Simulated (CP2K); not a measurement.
Mg:

```xyz
1
Lattice="3.0923 0.0000 0.0000 -1.2681 2.8203 0.0000 -0.9121 -1.4101 2.5965" Properties=species:S:1:pos:R:3 pbc="T T T"
Mg    0.0000    0.0000    0.0000
```

This isn't the form of Mg at room conditions, which is hcp.

Base run:

* Program: CP2K 2026.2
* Functional: LDA
* Potentials or basis: POTENTIAL_UZH Mg GTH-PBE-q10; TZVP-MOLOPT-PBE-GTH basis
* Density cutoff: 19048 eV
* k mesh: 11 × 11 × 11
* Occupations: fermi-dirac, width 0.05 eV
* Spin: no spin polarisation

Its results: band gap on the k mesh none (metal or under the smearing width); pressure -0.4 GPa.

Problem. After a change of settings the same cell gave: band gap on the k mesh none (metal or under the smearing width); pressure -6.3 GPa. Which change was it?
A. functional from LDA to vdW-DF-cx
B. functional from LDA to HLE16
C. functional from LDA to PBEsol
D. functional from LDA to PBE

Solution. B.

Caveats: the potentials were made for another functional, which shifts forces and pressure; the basis of atomic orbitals isn't converged, which shifts pressures, moduli and gaps; the potentials were made for a functional far from this one (some runs).
